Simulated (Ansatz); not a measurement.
**Os (fcc type): how the settings move a single-point run**

How sensitive is a single-point run of Os (fcc type) to its settings? A reference run comes first, then one run with altered input.

Computed with Ansatz 0.2.0 (reference: DFT, LDA, all-electron LAPW, scalar-relativistic, unless a step's input says otherwise).

1 further run of the same task is left out (set aside as unsound or not needed). Runs told in other sessions of the task aren't counted.

**1. The starting structure**

The structure is cubic, space group Fm-3m (No. 225). The conventional cell has a = 3.344 Å, b = 3.344 Å, c = 3.344 Å, α = 90.00°, β = 90.00°, γ = 90.00°. Os (site symmetry m-3m) has 12 Os at 2.36 Å in its first shell of neighbours.

As a file:

```
CELL_PARAMETERS angstrom
0.00000 1.67195 1.67195
1.67195 0.00000 1.67195
1.67195 1.67195 0.00000
ATOMIC_POSITIONS crystal
Os 0.00000 0.00000 0.00000
```

**2. Reference**

Contents of input.yaml:

```yaml
crystal:
  lattice:
    - [0.0, 1.6719464131, 1.6719464131]
    - [1.6719464131, 0.0, 1.6719464131]
    - [1.6719464131, 1.6719464131, 0.0]
  atoms:
    - { symbol: Os, position: [0.0, 0.0, 0.0] }
kpoints:
  mp_grid: { grid: [19, 19, 19] }
scf:
  occupations: { method: fermi_dirac, width: 0.08 }
hamiltonian:
  xc: lda
  pseudopotentials: { kind: all_electron, lapw: { basis_error: 0.001 } }
output:
  forces: true
  stress: true
  eigenvalues: true
  populations: true
```

Run with:

```
ansatz run input.yaml --threads 1 --pin off --max-ram 2048MiB --backend cpu --events-out ev --progress --plain --runs-dir out
```

**3. Changed: scf.algorithm density_mixing**

input.yaml, as its differences from that of step 2:

```diff
@@ -11,2 +11,3 @@
   occupations: { method: fermi_dirac, width: 0.08 }
+  algorithm: density_mixing
 hamiltonian:
```

**Question.** What will these runs give? Wanted: for each run, ending; energy change; pressure; gap; force.

As calculated:

| run | ending | energy change | pressure (GPa) | gap (eV) | force (eV/Å) | cycles | time |
| --- | --- | --- | --- | --- | --- | --- | --- |
| reference | converged | 0 | 406.3 | 0.00 | 0.00 | 6 | 35 s |
| 1: scf.algorithm density_mixing | converged | 0.0 meV/atom | 406.3 | 0.00 | 0.00 | 6 | 37 s |

Residual by cycle in the longest SCF loop of each run; runs are numbered as in the table. The quantity is the density residual dr2, in eV.

```csv
cycle,reference,run 1
1,0.0163,0.0163
2,0.00543,0.00543
3,0.00115,0.00115
4,6.0e-5,6.0e-5
5,3.1e-7,3.1e-7
6,1.6e-10,1.6e-10
```

**Reading.** Energy and cycle count are those of the reference, so the change (solver) left the result and the number of cycles as they were. The structure is not at rest: the sound run finds 406 GPa, so these are no properties of the relaxed crystal. 
